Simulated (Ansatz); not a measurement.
Crystal: MnSb.

```
Sb Mn
1.0
     4.15000    0.00000    0.00000
    -2.07500    3.59401    0.00000
     0.00000    0.00000    5.78000
Sb Mn
2 2
Direct
  0.66667 0.33333 0.75000
  0.33333 0.66667 0.25000
  0.00000 0.00000 0.50000
  0.00000 0.00000 0.00000
```

Base run:

```yaml
Program: Ansatz 0.2.0
Functional: PBEsol
Potentials_or_basis: Ansatz PAW
Cutoff: "420 eV (not typed: the program's choice for these potentials)"
k_mesh: 6 × 6 × 4
Occupations: fermi-dirac, width 0.05 eV
Spin: collinear spin, ferromagnetic start
Starting_moments: "[0.0, 0.0, 1.0, 1.0] μB"
Fixed_moment: 2 μB
```

Its results: pressure -18.6 GPa; site moments Sb -0.10; Mn +1.18 μB.

Problem. The run is repeated on the same cell with these changes: fixed moment from 2 μB to 6 μB; moments at the start from [0.0, 0.0, 1.0, 1.0] to [0.0, 0.0, 3.0, 3.0]. What comes out?

Solution. Pressure -9.7 GPa; site moments Sb -0.15; Mn +3.16 μB.

Caveats: the total moment is fixed, so each spin has its own Fermi level; only a ferromagnetic start was run, and an antiferromagnetic order may lie lower in energy; the PAW data sets come from PBE, with cores solved anew for the run's functional, which leaves a small shift of forces and pressure; the thresholds are loose for stress.
